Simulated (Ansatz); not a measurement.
**HgTe: one candidate structure**

Where does HgTe go from the start given, structure listed in a database for this formula (F-43m, No. 216)?

Computed with Ansatz 0.2.0 (DFT r2SCAN, scalar-relativistic, plane waves, PAW, unless a step's input says otherwise).

## Step 1: The starting structure

The structure is cubic, space group F-43m (No. 216). The conventional cell has a = 6.580 Å, b = 6.580 Å, c = 6.580 Å, α = 90.00°, β = 90.00°, γ = 90.00°. Hg (site symmetry -43m) has 4 Te at 2.85 Å as nearest neighbours. Around Te (site symmetry -43m) lie 4 Hg at 2.85 Å.

Structure file:

```cif
data_structure
_symmetry_space_group_name_H-M 'P 1'
_symmetry_Int_Tables_number 1
_cell_length_a 4.6527
_cell_length_b 4.6527
_cell_length_c 4.6527
_cell_angle_alpha 60.000
_cell_angle_beta 60.000
_cell_angle_gamma 60.000
_cell_volume 71.22
loop_
_atom_site_label
_atom_site_type_symbol
_atom_site_fract_x
_atom_site_fract_y
_atom_site_fract_z
_atom_site_occupancy
Hg1 Hg 0.00000 0.00000 0.00000 1
Te1 Te 0.25000 0.25000 0.25000 1
```

(A quick probe on a coarse mesh, which set the mesh and smearing, is not shown.)

## Step 3: The relaxation

input.yaml

```yaml
crystal:
  lattice:
    - [0.0, 3.2899842045, 3.2899842045]
    - [3.2899842045, 0.0, 3.2899842045]
    - [3.2899842045, 3.2899842045, 0.0]
  atoms:
    - { symbol: Hg, position: [0.0, 0.0, 0.0] }
    - { symbol: Te, position: [0.25, 0.25, 0.25] }
basis:
  ecutwfc: 500
kpoints:
  mp_grid: { grid: [14, 14, 14] }
hamiltonian:
  xc: r2scan
scf:
  occupations: { method: gaussian, width: 0.1 }
output:
  forces: true
  stress: true
  eigenvalues: true
relax:
  adjacent_minimum: "off"
  f_tol: 0.01
  max_steps: 80
  cell: { stress_tol: 0.05 }
```

Launch:

```bash
$ ansatz run input.yaml --threads 1 --pin off --max-ram 3072MiB --backend cpu --events-out ev --progress --plain --runs-dir out
```

**Question.** What will these runs give?

The runs gave:

Formation energies count from the elements, computed with the same settings in runs not shown here.

| quantity | value |
| --- | --- |
| cell (conventional) | a = 6.573 Å, b = 6.573 Å, c = 6.573 Å, α = 90.00°, β = 90.00°, γ = 90.00° |
| space group | F-43m (No. 216) |
| volume | 35.49 Å³/atom |
| gap on the mesh | none (metal) |
| formation energy from the elements | -0.201 eV/atom |

What this shows: The space group stayed F-43m, and from the first guess the volume went from 35.61 to 35.49 Å³/atom. With -0.20 eV/atom it lies under the elements, which doesn't yet make it stable against other compounds of them. The runs treat Hg, Te without spin-orbit coupling.
